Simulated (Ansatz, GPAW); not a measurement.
# ZnSe: programs and potentials compared

```
Se Zn
1.0
     0.00000    2.83380    2.83380
     2.83380    0.00000    2.83380
     2.83380    2.83380    0.00000
Se Zn
1 1
Direct
  0.75000 0.75000 0.75000
  0.00000 0.00000 0.00000
```

Alike in all runs: task single point; functional PBE; k mesh 8 × 8 × 8; occupations gaussian, width 0.012 eV; no spin polarisation; no spin-orbit coupling. Pressure is positive in compression and, in plane waves, holds the error of the finite cutoff, which Ansatz's Pulay term estimates and takes out.

```
                        program and potentials  plane-wave cutoff (eV)                                                                      notes  band gap (eV)  pressure (GPa)
                            Ansatz, Ansatz PAW                     420  14 valence electrons an atom on average; Pulay term of +0.05 GPa included           1.29            2.10
    GPAW, GPAW PAW data sets (gpaw-data 1.2.1)                     600                                     9 valence electrons an atom on average           1.30            2.09
Ansatz, all-electron LAPW, scalar-relativistic                       -                                                                          -           1.29            2.12
```

The band gap spans 1.29 (Ansatz, Ansatz PAW) to 1.30 eV (GPAW, GPAW PAW data sets (gpaw-data 1.2.1)), with all-electron results at 1.29. The pressure spans 2.09 (GPAW, GPAW PAW data sets (gpaw-data 1.2.1)) to 2.12 GPa (Ansatz, all-electron LAPW, scalar-relativistic), with all-electron results at 2.12. Spin-orbit coupling, left out here, moves the band edges of heavy atoms.

The functional is the same throughout but for its coding, so the spread measures potentials, basis and numerics; runs on potential files found faulty are left out.
